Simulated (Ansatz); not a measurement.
# MoP: how the settings move a single-point run

Aim: see which settings change the result for MoP, by how much, and at what cost.

Method: reference: DFT, LDA, PAW with Ansatz's default frozen-core files, scalar-relativistic, in Ansatz 0.2.0.

## (1) The system as given

Symmetry: P-6m2, No. 187, hexagonal system. The conventional cell has a = 2.058 Å, b = 2.058 Å, c = 3.143 Å, α = 90.00°, β = 90.00°, γ = 120.00°. Mo (site symmetry -6m2) is surrounded by 6 P at 1.97 Å and 6 Mo at 2.06 Å. P (site symmetry -6m2) is surrounded by 6 Mo at 1.97 Å and 6 P at 2.06 Å.

Coordinates:

```xyz
2
Lattice="2.0584 0.0000 0.0000 -1.0292 1.7826 0.0000 0.0000 0.0000 3.1435" Properties=species:S:1:pos:R:3 pbc="T T T"
Mo    0.0000    0.0000    0.0000
P     0.0000    1.1884    1.5717
```

## (2) Baseline

input.yaml reads:

```yaml
crystal:
  lattice:
    - [2.0584192536, 0.0, 0.0]
    - [-1.0292096268, 1.7826433653, 0.0]
    - [0.0, 0.0, 3.143499161]
  atoms:
    - { symbol: Mo, position: [0.0, 0.0, 0.0] }
    - { symbol: P, position: [0.3333333333, 0.6666666667, 0.5] }
kpoints:
  mp_grid: { grid: [13, 13, 11] }
  band_path:
    path:
      - [0.0, 0.0, 0.0]
      - [0.5, 0.0, 0.0]
      - [0.3333333333, 0.3333333333, 0.0]
      - [0.0, 0.0, 0.0]
      - [0.0, 0.0, 0.5]
      - [0.5, 0.0, 0.5]
      - [0.3333333333, 0.3333333333, 0.5]
      - [0.0, 0.0, 0.5]
      - [0.5, 0.0, 0.5]
    npoints: 6
scf:
  occupations: { method: fermi_dirac, width: 0.05 }
hamiltonian:
  xc: lda
  pseudopotentials: { kind: paw }
output:
  forces: true
  stress: true
  eigenvalues: true
  efg: { contact_densities: true }
  populations: true
```

Started as:

```
$ ansatz run input.yaml --threads 1 --pin off --max-ram 2048MiB --backend cpu --events-out ev --progress --plain --runs-dir out
```

## (3) Changing settings: ecutwfc 700 eV

input.yaml: that of step 2 with these lines changed.

```diff
@@ -33 +33,3 @@
   populations: true
+basis:
+  ecutwfc: "700 eV"
```

What does the calculation give? Wanted: for each run, ending; energy change; pressure; gap; force.

**Answer**, as computed:

```
              run     ending  energy change  pressure (GPa)  gap (eV)  force (eV/Å)  cycles   time
        reference  converged              0          1125.0      0.00          0.00       8    6 s
1: ecutwfc 700 eV  converged  -2.0 meV/atom          1124.9      0.00          0.00       8  9.5 s
```

Residual by cycle in the longest SCF loop of each run; runs are numbered as in the table. The quantity is the density residual dr2, in eV.

```
cycle  reference    run 1
    1       51.9     51.9
    2       27.8     27.8
    3     0.0621   0.0619
    4    0.00644  0.00646
    5     2.7e-4   2.7e-4
    6     8.2e-7   9.8e-7
    7     2.4e-8   2.7e-8
    8     1.0e-9   1.1e-9
```

What this shows: Changing the cutoff moves the energy by -2.0 meV/atom. Cost: 9.5 s against 6 s. The structure is not at rest: the sound run finds 1125 GPa, so these are no properties of the relaxed crystal. The reference has no spin polarisation; with Mo present, a magnetic state may lie lower.
